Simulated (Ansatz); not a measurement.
## Ir in W(100), 2x2: scattering by a point defect

Wanted: the reflection from a plane of defects, Ir in W(100), 2x2, and the resistivity it implies.

Program: Ansatz 0.2.0. Level of theory: Ansatz plane-wave DFT, PBE, PAW files; ballistic transport by layer matching (Landauer), zero bias; PAW set soft_1, in the first sound run; inputs show where later runs differ. Results are calculated unless marked as measured.

Most raw output is cut from this account.

### Step 1. The structure

The cell holds 72 atoms: 71 W and 1 Ir. Cell: a = 6.330 Å, b = 6.330 Å, c = 28.483 Å, α = 90.0°, β = 90.0°, γ = 90.0°. It derives from W. Regions: lead, 40 atoms (40 W); scattering region, 32 atoms (31 W and 1 Ir). The structure is stacked along c, and the current runs across the ab planes.

### Step 2. Transmission at ideal sites

The defect sits in one plane of the supercell, all atoms on ideal sites; the layers about the cell's end are the lead. The mesh across the current, 8×8, is finer than the density's, because channels open and close sharply across the zone. Energies from -0.1 to 0.1 eV in steps of 0.05 eV are too few for the program's thermal sum, so it prints no conductance; for a metal the transmission near the Fermi level serves, at a fraction of the cost.

input.yaml reads:

```yaml
crystal:
  lattice:
    - [6.3296, 0.0, 0.0]
    - [0.0, 6.3296, 0.0]
    - [0.0, 0.0, 28.4832]
  atoms:
    - { symbol: W, position: [0.0, 0.0, 0.0277777778] }
    - { symbol: W, position: [0.0, 0.5, 0.0277777778] }
    - { symbol: W, position: [0.5, 0.0, 0.0277777778] }
    - { symbol: W, position: [0.5, 0.5, 0.0277777778] }
    - { symbol: W, position: [0.25, 0.25, 0.0833333333] }
    - { symbol: W, position: [0.25, 0.75, 0.0833333333] }
    - { symbol: W, position: [0.75, 0.25, 0.0833333333] }
    - { symbol: W, position: [0.75, 0.75, 0.0833333333] }
[... 60 atom lines left out ...]
    - { symbol: W, position: [0.25, 0.25, 0.9722222222] }
    - { symbol: W, position: [0.25, 0.75, 0.9722222222] }
    - { symbol: W, position: [0.75, 0.25, 0.9722222222] }
    - { symbol: W, position: [0.75, 0.75, 0.9722222222] }
kpoints:
  mp_grid: { grid: [4, 4, 1] }
hamiltonian:
  xc: pbe
  pseudopotentials: { kind: paw, azcp: { folder: soft_1 } }
scf:
  occupations: { method: fermi_dirac, width: 0.1 }
output:
  transmission: { leads: [[0, 4]], kmesh: [8, 8], e_range: [-0.1, 0.1], de: 0.05 }
  write_potential: true
  write_density: true
  volumetric_format: npy
  elf: true
```

Launch:

```sh
> ansatz run input.yaml --threads 4 --pin off --max-ram 15360MiB --backend cpu --events-out ev --progress --plain --runs-dir out
```

Wall time 4.4 min (4 threads of Intel Xeon Platinum 8375C at 2.90GHz (Ice Lake), shared host); peak memory 11 GiB.

This run has no spin polarisation although its electron count is odd.

Numbers from this step:

* free energy: -749336.6513 eV
* energy at zero smearing: -749335.9813 eV
* Fermi energy: 22.44 eV
* cell area: 40.06 Å²
* transmission per spin nearest the Fermi level: 4.100
* open channels per spin nearest the Fermi level: 5.031
* step of the lead's potential: 0.9 meV

Per spin. The transmission, zone mean by energy, zero at the Fermi level:

| energy (eV) | transmission, zone mean |
| --- | --- |
| -0.1000 | 3.79 |
| -0.0500 | 3.90 |
| 0.0000 | 4.10 |
| 0.0500 | 4.21 |
| 0.1000 | 4.04 |

Per spin. The open channels, zone mean, lead by energy, zero at the Fermi level:

| energy (eV) | open channels, zone mean, lead |
| --- | --- |
| -0.1000 | 4.72 |
| -0.0500 | 4.66 |
| 0.0000 | 5.03 |
| 0.0500 | 5.66 |
| 0.1000 | 5.53 |

Transmission over k1 and k2. At 0.0000 eV from the Fermi level.

Ten even steps from '0' (0.0) to '9' (12.1):
```
10223220
12134312
22389832
23499943
22389832
12134312
10223220
01122211
```
Columns: k1 (b1) from -0.5 to 0.375; rows upwards: k2 (b2) from -0.5 to 0.375.

Open channels over k1 and k2. At 0.0000 eV from the Fermi level.

Ten even steps from '0' (0.0) to '9' (14.0):
```
10223220
12135312
22399932
23599953
22399932
12135312
10223220
01122211
```
Columns: k1 (b1) from -0.5 to 0.375; rows upwards: k2 (b2) from -0.5 to 0.375.

Valence density in the ca plane at fractional y = 0.250, with atoms of W and Ir within 0.2 Å of it. It is the smooth field of the valence electrons, not physical close to the nuclei.

Values in e/Å³, 9 rows by 16 columns, each cell a mean:
```
0.3 0.3 0.5 0.4 0.3 0.5 0.4 0.3 0.4 0.4 0.3 0.4 0.5 0.3 0.4 0.5
0.7 0.6 4.0 1.3 0.4 3.5 2.0 0.3 2.8 2.7 0.3 2.0 3.4 0.4 1.3 4.0
0.9 0.6 4.7 1.6 0.4 4.1 2.4 0.3 3.3 3.3 0.3 2.5 4.0 0.4 1.6 4.7
0.4 0.3 0.9 0.4 0.3 0.8 0.5 0.3 0.7 0.7 0.3 0.6 0.8 0.3 0.4 0.9
0.3 0.3 0.3 0.3 0.3 0.3 0.3 0.3 0.3 0.3 0.3 0.3 0.3 0.3 0.3 0.3
0.5 0.4 1.8 0.7 0.3 1.6 0.9 0.3 1.6 1.6 0.3 1.0 1.6 0.3 0.7 1.8
1.0 0.7 5.2 1.8 0.4 4.5 2.7 0.3 5.4 5.3 0.3 2.8 4.5 0.4 1.9 5.2
0.6 0.4 2.8 0.9 0.3 2.4 1.4 0.3 2.5 2.4 0.3 1.4 2.4 0.3 0.9 2.7
0.3 0.3 0.3 0.3 0.3 0.3 0.3 0.3 0.3 0.3 0.3 0.3 0.3 0.3 0.3 0.3
```
Columns run along c (16.0 Å, from fractional 0.22 to 0.78 of the cell), rows up along a (6.3 Å). Atoms in or near the plane, at fractional coordinates: W at (0.31, 0.25), W at (0.31, 0.75), W at (0.42, 0.25), W at (0.42, 0.75), Ir at (0.53, 0.25), W at (0.53, 0.75), W at (0.64, 0.25), W at (0.64, 0.75), W at (0.75, 0.25), W at (0.75, 0.75).

Electrostatic potential energy in the ca plane at fractional y = 0.250, with atoms of W and Ir within 0.2 Å of it. With pseudopotentials it is smooth inside the atoms' cores, unlike the true potential.

Ten even steps from '0' (-24 eV) to '9' (23 eV), each cell a mean:
```
99999999999999999999999999999999999999999999
89999755689999755799998655799998656899997556
58998310269997300379996201389985101589973102
27996100038995000059983000169972000279961000
27996100038995000059983000169972000279961000
58998410269997300379996201489985101589973102
89999755689999755799998655799998656899997556
99999999999999999999999999999999999999999999
99999999999999999999999999999999999999999999
99999987899999877899999888999999878999998878
69998632479998522589997412699996323699985324
38997200048996100169994000179973000389972000
27996100038984000048982000069972000279961000
38997200048996100169994000179973000389972000
79998632479998522589997422699996323799985324
99999987899999887899999888999999878999999878
99999999999999999999999999999999999999999999
```
Columns run along c (16.0 Å, from fractional 0.22 to 0.78 of the cell; values clipped at the 3rd and 97th percentile), rows up along a (6.3 Å). Atoms in or near the plane, at fractional coordinates: W at (0.31, 0.25), W at (0.31, 0.75), W at (0.42, 0.25), W at (0.42, 0.75), Ir at (0.53, 0.25), W at (0.53, 0.75), W at (0.64, 0.25), W at (0.64, 0.75), W at (0.75, 0.25), W at (0.75, 0.75).

ELF in the ca plane at fractional y = 0.250, with atoms of W and Ir within 0.2 Å of it. It is the smooth field of the valence electrons, not physical close to the nuclei.

Ten even steps from '0' (0.14) to '9' (0.65), each cell a mean:
```
56556521356566422466555211355565313565564213
25664222235663222236752222246652222256642222
42552699833642799724633899625524999425526998
60321863940412944921404936803306828603218639
60331863940412944921404936803306828603218639
42552599833642799724633889625524988425526998
25664222235663222236752111246652222256642222
56556521366566422466555211455565313565564213
66556644566456644675445444554466535665566445
36665300146665200255544322344553101366652001
23663366524652466424543565435533565336623665
61431787941522887921434878634306969514318879
70321841850412822920325867733207707603218419
51431797941522888921434778634316979515317879
23663366424652466424543565435532565246623664
36665300146665200255544322344554101466653001
66556644566456644675445444554466535665566445
```
Columns run along c (16.0 Å, from fractional 0.22 to 0.78 of the cell), rows up along a (6.3 Å). Atoms in or near the plane, at fractional coordinates: W at (0.31, 0.25), W at (0.31, 0.75), W at (0.42, 0.25), W at (0.42, 0.75), Ir at (0.53, 0.25), W at (0.53, 0.75), W at (0.64, 0.25), W at (0.64, 0.75), W at (0.75, 0.25), W at (0.75, 0.75).

Over the solved energies the transmission per spin lies between 3.79 and 4.21, out of 5.12 channels of the lead on average (up to 5.66).

### Step 3. Resistance at ideal sites

This step: Ansatz plane-wave DFT, PBE, PAW files; ballistic transport by layer matching (Landauer), zero bias; area resistance of the defect plane and resistivity an atomic per cent; PAW set soft_1 (Ansatz 0.2.0).

This step gave:

* area resistance: 0.2599 fΩ m²
* T over the leads' mean channel count: 0.7955
* resistivity per at.% scaled from this dense plane, with the factor 3/4 for isotropic scattering: 4.927 µΩ cm

Averaged over the energies near the Fermi level, 79.6 % of the channels pass, which makes 0.260 fΩ m².

By hand, with T and the leads' channels N averaged over the energies near the Fermi level: RA = A (h/2e²)(1/T − 1/N) = 40.06×10⁻²⁰ m² × 12 906 Ω × (1/4.069 − 1/5.115) = 0.260 fΩ m². Per atomic per cent: RA × A / V_atom × 0.01 × 3/4 = 4.93 µΩ cm, with the host's V_atom = 15.85 Å³.

### Step 4. Relaxing the neighbours

The neighbours of the defect are let go while the lead's layers stay on their sites, since a lead must repeat to 0.01 Å.

This step: Ansatz plane-wave DFT, PBE, PAW files; relaxation with the lead's layers held; PAW set soft_1 (Ansatz 0.2.0).

input.yaml: that of step 2 with these lines changed.

```diff
@@ -85,7 +85,6 @@
   occupations: { method: fermi_dirac, width: 0.1 }
-output:
-  transmission: { leads: [[0, 4]], kmesh: [8, 8], e_range: [-0.1, 0.1], de: 0.05 }
-  write_potential: true
-  write_density: true
-  volumetric_format: npy
-  elf: true
+relax:
+  f_tol: 0.03
+  max_steps: 40
+  constraints:
+    - { sites: [0, 1, 2, 3, 4, 5, 6, 7, 8, 9, 10, 11, 12, 13, 14, 15, 16, 17, 18, 19, 52, 53, 54, 55, 56, 57, 58, 59, 60, 61, 62, 63, 64, 65, 66, 67, 68, 69, 70, 71] }
```

Wall time 6.2 min (4 threads); peak memory 6.8 GiB; 24 min of CPU time.

The steps of the relaxation:

| step | energy less that of the first step (eV) | largest force component (eV/Å) |
| --- | --- | --- |
| 1 | 0.0000 | 0.4102 |
| 2 | 0.6201 | 1.1089 |
| 3 | -0.0745 | 0.1008 |
| 4 | -0.0754 | 0.0306 |
| 5 | -0.0755 | 0.0034 |

Relaxation step 2 was tried and not accepted.

The atoms that moved most (Å):

| atom | dx | dy | dz | length |
| --- | --- | --- | --- | --- |
| W29 | 0.000 | 0.000 | 0.042 | 0.042 |
| W45 | 0.000 | 0.000 | -0.039 | 0.039 |
| W41 | -0.016 | -0.016 | 0.010 | 0.025 |
| W43 | 0.016 | -0.016 | 0.010 | 0.025 |
| W42 | -0.016 | 0.016 | 0.010 | 0.025 |
| W44 | 0.016 | 0.016 | 0.010 | 0.025 |
| W33 | -0.017 | -0.017 | -0.008 | 0.025 |
| W34 | -0.017 | 0.017 | -0.008 | 0.025 |

This step gave:

* free energy: -749336.7268 eV
* energy at zero smearing: -749336.0641 eV

The largest force component on a free atom ends at 0.0034 eV/Å, under the tolerance of 0.03, after 5 steps.

### Step 5. Transmission after relaxation, relaxed yes

The transmission is solved again on the relaxed atoms.

This step: Ansatz plane-wave DFT, PBE, PAW files; ballistic transport by layer matching (Landauer), zero bias; PAW set soft_1 (Ansatz 0.2.0).

input.yaml reads:

```yaml
crystal:
  lattice:
    - [6.3296, 0.0, 0.0]
    - [0.0, 6.3296, 0.0]
    - [0.0, 0.0, 28.4832]
  atoms:
    - { symbol: W, position: [0.0, 0.0, 0.0277777778] }
    - { symbol: W, position: [0.0, 0.5, 0.0277777778] }
    - { symbol: W, position: [0.5, 0.0, 0.0277777778] }
    - { symbol: W, position: [0.5, 0.5, 0.0277777778] }
    - { symbol: W, position: [0.25, 0.25, 0.0833333333] }
    - { symbol: W, position: [0.25, 0.75, 0.0833333333] }
    - { symbol: W, position: [0.75, 0.25, 0.0833333333] }
    - { symbol: W, position: [0.75, 0.75, 0.0833333333] }
[... 60 atom lines left out ...]
    - { symbol: W, position: [0.25, 0.25, 0.9722222222] }
    - { symbol: W, position: [0.25, 0.75, 0.9722222222] }
    - { symbol: W, position: [0.75, 0.25, 0.9722222222] }
    - { symbol: W, position: [0.75, 0.75, 0.9722222222] }
kpoints:
  mp_grid: { grid: [4, 4, 1] }
hamiltonian:
  xc: pbe
  pseudopotentials: { kind: paw, azcp: { folder: soft_1 } }
scf:
  occupations: { method: fermi_dirac, width: 0.1 }
output:
  transmission: { leads: [[0, 4]], kmesh: [8, 8], e_range: [-0.05, 0.05], de: 0.05 }
  write_potential: true
  write_density: true
  volumetric_format: npy
```

Run time: 5 min. Hardware: 4 threads; peak memory 8.9 GiB; 18 min of CPU time.

This step gave:

```
transmission per spin nearest the Fermi level : 4.002
step of the lead's potential                  : 0.7 meV
```

Per spin. Table of transmission, zone mean by energy, zero at the Fermi level:

| energy (eV) | transmission, zone mean |
| --- | --- |
| -0.0500 | 3.82 |
| 0.0000 | 4.00 |
| 0.0500 | 4.04 |

Transmission over k1 and k2. At 0.0000 eV from the Fermi level.

Ten even steps from '0' (0.0) to '9' (12.0):
```
10223220
12134312
22389832
23499943
22389832
12134312
10223220
01122211
```
Columns: k1 (b1) from -0.5 to 0.375; rows upwards: k2 (b2) from -0.5 to 0.375.

Over the solved energies the transmission per spin lies between 3.82 and 4.04, out of 5.11 channels of the lead on average (up to 5.66).

### Step 6. Resistance after relaxation

This step: Ansatz plane-wave DFT, PBE, PAW files; ballistic transport by layer matching (Landauer), zero bias; area resistance of the defect plane and resistivity an atomic per cent; PAW set soft_1 (Ansatz 0.2.0).

Numbers from this step:

| Property | Result |
| --- | --- |
| area resistance | 0.2966 fΩ m² |
| T over the leads' mean channel count | 0.7731 |
| resistivity per at.% scaled from this dense plane, with the factor 3/4 for isotropic scattering | 5.624 µΩ cm |

Averaged over the energies near the Fermi level, 77.3 % of the channels pass, which makes 0.297 fΩ m², against 0.260 on ideal sites.

### Step 7. Outcome

```
share of channels that pass, rigid                                : 0.796
area resistance, rigid                                            : 0.260 fΩ m²
resistivity per at.% from the area resistance, times 3/4, rigid   : 4.93 µΩ cm
share of channels that pass, relaxed                              : 0.773
area resistance, relaxed                                          : 0.297 fΩ m²
resistivity per at.% from the area resistance, times 3/4, relaxed : 5.62 µΩ cm
```

In words: The plane of defects adds 0.30 fΩ m². Scaled to one atomic per cent that is 7.5 µΩ cm as it stands and 5.6 with the factor 3/4 for isotropic scattering on a spherical Fermi surface; with the reflection in place of the resistance taken as linear in the density it would be 4.3. These are rough estimates of the dilute value, not bounds. One Ir in each 2x2 cell reflects 23 % of the lead's channels. The relaxed cell differs by 14 % in resistance; between the two runs the lead's own channel count goes from 5.11 to 5.11, so the change comes from the moved atoms. The defects form a dense periodic sheet that scatters coherently, unlike a dilute random alloy. T and N are means over the solved energies nearest the Fermi level. Spin-orbit coupling is left out, which matters for Ir and W.

[Logs are printed without paths, hosts, clocks, repeated set-up lines and the standing remarks that a program may print on its own settings, such as how far it seeks lower states.]

[Hosts, paths, dates, database ids (printed as entryN), source tags and the programs' standing remarks are cut or masked in the printed files.]
